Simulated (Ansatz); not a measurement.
Crystal: NaCl.

```
Cl Na
1.0
     3.50219    0.00000    0.00000
     0.00000    3.50219    0.00000
     0.00000    0.00000    3.50219
Cl Na
1 1
Direct
  0.50000 0.50000 0.50000
  0.00000 0.00000 0.00000
```

Measurements of this composition are mostly on another form, of space group No. 225.

| Item | Value |
| --- | --- |
| Program | Ansatz 0.2.0 |
| Task | relaxation of cell and atoms |
| Functional | RPBE |
| Dispersion | D3(BJ) |
| Potentials or basis | Ansatz PAW |
| Cutoff | 420 eV (not typed: the program's choice for these potentials) |
| k mesh | 8 × 8 × 8 |
| Occupations | fermi-dirac, width 0.05 eV |
| Spin | no spin polarisation |

At the start: volume 21.48 Å³/atom.

**Question.** Where does the relaxation end?

**Answer.** It ends after 6 steps and the volume is 16.08 Å³/atom (-25.1 %); space group Pm-3m (No. 221, to 0.05 Å).

The path:
```csv
step,energy change (eV),largest force (eV/Å),volume (Å³)
1,0.0000,0.0000,42.96
2,-0.3019,0.0000,36.97
3,-0.4097,0.0000,31.58
4,-0.4118,0.0000,32.22
5,-0.4118,0.0000,32.16
6,-0.4112,0.0000,32.16
```

Final structure:
```
CELL_PARAMETERS angstrom
3.18004 0.00000 0.00000
0.00000 3.18004 0.00000
0.00000 0.00000 3.18004
ATOMIC_POSITIONS crystal
Cl 0.50000 0.50000 0.50000
Na 0.00000 0.00000 0.00000
```

Caveat: the volume moved by over 15 % at a fixed basis, so the end points are rough; the plane-wave basis is chosen anew once the cell has moved, so the energies of steps on either side of that aren't comparable; the PAW data sets come from PBE, with cores solved anew for the run's functional, which leaves a small shift of forces and pressure.
